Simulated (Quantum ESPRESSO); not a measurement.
A calculation with Quantum ESPRESSO 7.5 of SiO2 (native input, structure typed inline):

pw.in

```
&CONTROL
  calculation = 'scf'
  prefix = 'pwscf'
  outdir = './tmp'
  pseudo_dir = './pseudo'
  tprnfor = .true.
  tstress = .true.
  disk_io = 'nowf'
/
&SYSTEM
  ibrav = 0
  nat = 12
  ntyp = 2
  ecutwfc = 55
  ecutrho = 440
  nbnd = 43
  occupations = 'smearing'
  smearing = 'fd'
  degauss = 0.00367493
/
&ELECTRONS
  conv_thr = 2.4d-09
  electron_maxstep = 120
  mixing_beta = 0.5
/
ATOMIC_SPECIES
Si    28.0850 Si.pbe-n-rrkjus_psl.1.0.0.UPF
O     15.9990 O.pbe-n-kjpaw_psl.0.1.UPF
CELL_PARAMETERS angstrom
   5.0690738885    0.0000000000    0.0000000000
  -2.5345369442    4.3899467611    0.0000000000
   0.0000000000    0.0000000000    8.5584885400
ATOMIC_POSITIONS crystal
Si     0.3333333333    0.6666666667    0.4371258000
Si     0.3333333333    0.6666666667    0.0628742000
Si     0.6666666667    0.3333333333    0.5628742000
Si     0.6666666667    0.3333333333    0.9371258000
O      0.4212587450    0.0000000000    0.0000000000
O      0.3333333333    0.6666666667    0.2500000000
O      0.6666666667    0.3333333333    0.7500000000
O      0.0000000000    0.5787412550    0.5000000000
O      0.5787412550    0.5787412550    0.0000000000
O      0.5787412550    0.0000000000    0.5000000000
O      0.4212587450    0.4212587450    0.5000000000
O      0.0000000000    0.4212587450    0.0000000000
K_POINTS automatic
6 6 3 0 0 0
```

Potentials or basis: SSSP 1.3 efficiency PBE.

Launch:

```sh
$ OMP_NUM_THREADS=1 pw.x -in pw.in > pw.out
```

The cell comes from a database or a generator and needn't be the stable form of this composition.

Task: Write the same calculation in another form: ASE script, structure from a POSCAR.

Result: As run:

File run.py:

```python
import numpy as np
from ase.calculators.espresso import Espresso, EspressoProfile
from ase.io import read

atoms = read('POSCAR')

input_data = {
    'control': {'calculation': 'scf', 'prefix': 'pwscf', 'outdir': './tmp', 'tprnfor': True, 'tstress': True, 'disk_io': 'nowf'},
    'system': {'ecutwfc': 55.0, 'ecutrho': 440.0, 'nbnd': 43, 'occupations': 'smearing', 'smearing': 'fd', 'degauss': 0.00367493},
    'electrons': {'conv_thr': 2.4e-09, 'electron_maxstep': 120, 'mixing_beta': 0.5},
}
pseudopotentials = {'Si': 'Si.pbe-n-rrkjus_psl.1.0.0.UPF', 'O': 'O.pbe-n-kjpaw_psl.0.1.UPF'}
profile = EspressoProfile(command='pw.x', pseudo_dir='pseudo')
dft = Espresso(profile=profile, input_data=input_data, pseudopotentials=pseudopotentials, kpts=(6, 6, 3), koffset=(0, 0, 0))
atoms.calc = dft

print(f'energy {atoms.get_potential_energy():.8f} eV')
print('forces (eV/A)')
print(np.round(atoms.get_forces(), 6))
print('stress (eV/A^3, Voigt)')
print(np.round(atoms.get_stress(), 8))
print(f'Fermi level {dft.get_fermi_level():.4f} eV')
```

Contents of POSCAR:

```
SiO2
1.0
    5.0690738885      0.0000000000      0.0000000000
   -2.5345369442      4.3899467611      0.0000000000
    0.0000000000      0.0000000000      8.5584885400
Si O
4 8
Direct
    0.3333333333      0.6666666667      0.4371258000
    0.3333333333      0.6666666667      0.0628742000
    0.6666666667      0.3333333333      0.5628742000
    0.6666666667      0.3333333333      0.9371258000
    0.4212587450      0.0000000000      0.0000000000
    0.3333333333      0.6666666667      0.2500000000
    0.6666666667      0.3333333333      0.7500000000
    0.0000000000      0.5787412550      0.5000000000
    0.5787412550      0.5787412550      0.0000000000
    0.5787412550      0.0000000000      0.5000000000
    0.4212587450      0.4212587450      0.5000000000
    0.0000000000      0.4212587450      0.0000000000
```

Potentials or basis: SSSP 1.3 efficiency PBE.

Command:

```sh
$ OMP_NUM_THREADS=1 python run.py
```

Both were run:

|  | native input, structure typed inline | ASE script, structure from a POSCAR |
| --- | --- | --- |
| Pressure | 4.4 GPa | 4.4 GPa |
| Largest force | 0.276 eV/Å | 0.276 eV/Å |
| Band gap on the k mesh | 5.61 eV, indirect (least direct gap 5.62 eV) | 5.61 eV, indirect (least direct gap 5.62 eV) |

Keys that steer only the numerical path or the files written may differ.

Caveat: an odd mesh through Γ misses points on the zone boundary, where band edges often lie.
